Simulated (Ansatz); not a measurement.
Crystal: Te.

```
Te
1.0
     2.30590    1.33131    1.69095
    -2.30590    1.33131    1.69095
     0.00000   -2.66263    1.69095
Te
1
Direct
  0.50000 0.50000 0.50000
```

This isn't the form of Te at room conditions, which is trigonal, of chains.

- Program: Ansatz 0.2.0
- Task: single point
- Functional: PBEsol
- Potentials or basis: all-electron LAPW, scalar-relativistic
- Cutoff: 179 eV (chosen from the basis error)
- Basis error allowed: 0.001 eV/atom
- k mesh: 9 × 9 × 9
- Occupations: fermi-dirac, width 0.05 eV
- Spin: no spin polarisation

On this cell: pressure -0.1 GPa; band gap on the k mesh none (metal or under the smearing width).

The same run follows on a disturbed copy (cell strained at random at fixed volume):

```xyz
1
Lattice="2.2857 1.3084 1.7231 -2.2642 1.2957 1.7038 -0.0002 -2.6598 1.7573" Properties=species:S:1:pos:R:3 pbc="T T T"
Te    0.0278   -0.0423    2.5897
```

What changes?

The energy (extrapolated to zero smearing) moves by -0.2 meV/atom; pressure 0.2 GPa; band gap on the k mesh none (metal or under the smearing width).

Stress tensor (GPa, compression positive):
```
 0.32 -0.13 -0.15
-0.13  0.12  0.25
-0.15  0.25  0.24
```
